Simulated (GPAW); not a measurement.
Set up this calculation in GPAW 26.7.0, as an ASE script.

```
Task                           : band structure
Functional                     : optB88-vdW
Potentials or basis            : GPAW PAW data sets (gpaw-data 1.2.1)
Cutoff                         : 600 eV
Basis                          : pw
k mesh                         : 8 × 8 × 8
Occupations                    : fermi-dirac, width 0.05 eV
Spin                           : spin-orbit coupling, no magnetisation
Maxiter                        : 150
older calculator (legacy_gpaw) : yes
Band path                      : GXWKGLUWLK,UX
Band points                    : 60
spin axis theta (degrees)      : 54.7
spin axis phi (degrees)        : 45
```

The structure of GaP lies in GaP.xyz:

```xyz
2
Lattice="0.0000000000 2.7252500000 2.7252500000 2.7252500000 0.0000000000 2.7252500000 2.7252500000 2.7252500000 0.0000000000" Properties=species:S:1:pos:R:3 pbc="T T T"
Ga     0.0000000000      0.0000000000      0.0000000000
P      4.0878750000      4.0878750000      4.0878750000
```

One way to write it, as run:

run.py

```python
import numpy as np
from ase.dft.bandgap import bandgap
from ase.io import read, write
from gpaw import GPAW, PW
from gpaw.spinorbit import soc_eigenstates

atoms = read('GaP.xyz')

calc = GPAW(mode=PW(600),
            xc={'name': 'optB88-vdW', 'backend': 'libvdwxc'},
            kpts={'size': (8, 8, 8), 'gamma': True},
            occupations={'name': 'fermi-dirac', 'width': 0.05},
            nbands=11,
            convergence={'density': 1e-05, 'energy': 1e-05},
            maxiter=150,
            legacy_gpaw=True,
            txt='gpaw.txt')
atoms.calc = calc
energy = atoms.get_potential_energy()
forces = atoms.get_forces()
calc.write('gs.gpw')
write('result.traj', atoms)
print(f'Energy: {energy:.6f} eV')
print('Forces (eV/A):')
print(forces.round(4))
print('Fermi level:', round(calc.get_fermi_level(), 4), 'eV')
print(f'Gap: {bandgap(calc)[0]:.4f} eV, direct: {bandgap(calc, direct=True)[0]:.4f} eV')

path = atoms.cell.bandpath('GXWKGLUWLK,UX', npoints=60, eps=1e-4)
bs_calc = calc.fixed_density(kpts=path, symmetry='off', nbands=21,
                             convergence={'bands': 'CBM+6.0', 'eigenstates': 1e-6}, txt='bands.txt')
bs = bs_calc.band_structure()
bs.write('bs.json')
print(f'Gap on the path: {bandgap(bs_calc)[0]:.4f} eV')

soc = soc_eigenstates(bs_calc, theta=54.7, phi=45)
np.savetxt('soc_bands.dat', soc.eigenvalues(), fmt='%.4f')
mesh = soc_eigenstates('gs.gpw', theta=54.7, phi=45)
np.savetxt('soc_mesh.dat', mesh.eigenvalues(), fmt='%.4f')
print('Fermi level with spin-orbit coupling:', round(mesh.fermi_level, 4), 'eV')
```

Potentials or basis: GPAW PAW data sets (gpaw-data 1.2.1), pw.

Command:

```bash
$ OMP_NUM_THREADS=1 python run.py
```

Results of the run:

- Band gap on the k mesh: 1.66 eV, indirect (least direct gap 1.82 eV)
- Band gap along the path: 1.60 eV, indirect (least direct gap 1.82 eV)

Caveat: spin-orbit coupling was added after a scalar SCF, so levels and gaps hold it while energy, forces, pressure and moments don't; this program's spin-orbit splittings come out too wide for heavy elements; the PAW data sets were made with another functional, which shifts forces and pressure a little.

It took 21 s on 1 thread of Arm Neoverse V2, on a shared host, peak memory 0.27 GiB.
